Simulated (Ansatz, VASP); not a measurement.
# Bi: VASP beside Ansatz

File INCAR:

```
SYSTEM = Bi
PREC = Accurate ; ENCUT = 520
EDIFF = 1E-6 ; ISMEAR = 0
SIGMA = 0.1 ; LREAL = .FALSE.
LASPH = .TRUE. ; NELM = 80
ALGO = Normal ; ISIF = 2
LWAVE = .FALSE. ; LCHARG = .FALSE.
GGA = PE ; IVDW = 12
NBANDS = 14
```

The input KPOINTS:

```
regular mesh
0
G
  16 16 16
  0 0 0
```

Contents of POSCAR:

```
Bi
1.0
   -1.8777277135      1.8777277135      1.8777277135
    1.8777277135     -1.8777277135      1.8777277135
    1.8777277135      1.8777277135     -1.8777277135
Bi
1
Direct
    0.0000000000      0.0000000000      0.0000000000
```

Input for Ansatz:

```yaml
crystal:
  lattice:
    - [-1.8777277135, 1.8777277135, 1.8777277135]
    - [1.8777277135, -1.8777277135, 1.8777277135]
    - [1.8777277135, 1.8777277135, -1.8777277135]
  atoms:
    - { symbol: Bi, position: [0.0, 0.0, 0.0] }
basis:
  ecutwfc: 420
kpoints:
  mp_grid: { grid: [16, 16, 16] }
hamiltonian:
  xc: pbe
  dispersion: d3bj
scf:
  occupations: { method: gaussian, width: 0.1 }
output:
  forces: true
  stress: true
  eigenvalues: true
  write_density: true
  write_potential: true
  elf: true
  volumetric_format: npy
```

Alike in both runs: task single point; functional PBE; dispersion D3(BJ); k mesh 16 × 16 × 16; occupations gaussian, width 0.1 eV; no spin polarisation.

```csv
,VASP,Ansatz
version,VASP 6.6.1,Ansatz 0.2.0
potentials or method,"VASP PAW PBE potentials, release 64 (Bi_d)","scalar-relativistic, plane waves, PAW"
plane-wave cutoff (eV),520,420
valence electrons in the cell,15,15
```

Ansatz gave:

| Quantity | Value |
| --- | --- |
| gap on the k mesh at the Fermi level (eV) | none |
| pressure (GPa) | 10.2 |

Q: Which values does VASP return?

A: gap on the k mesh at the Fermi level (eV): none; pressure (GPa): 10.1.

A gap of «none» marks a metal or a gap that the smearing closes.

Caveats: spin-orbit coupling is left out, which moves the levels of the heavy elements; pairwise dispersion overbinds metals, which lowers pressure and volume.
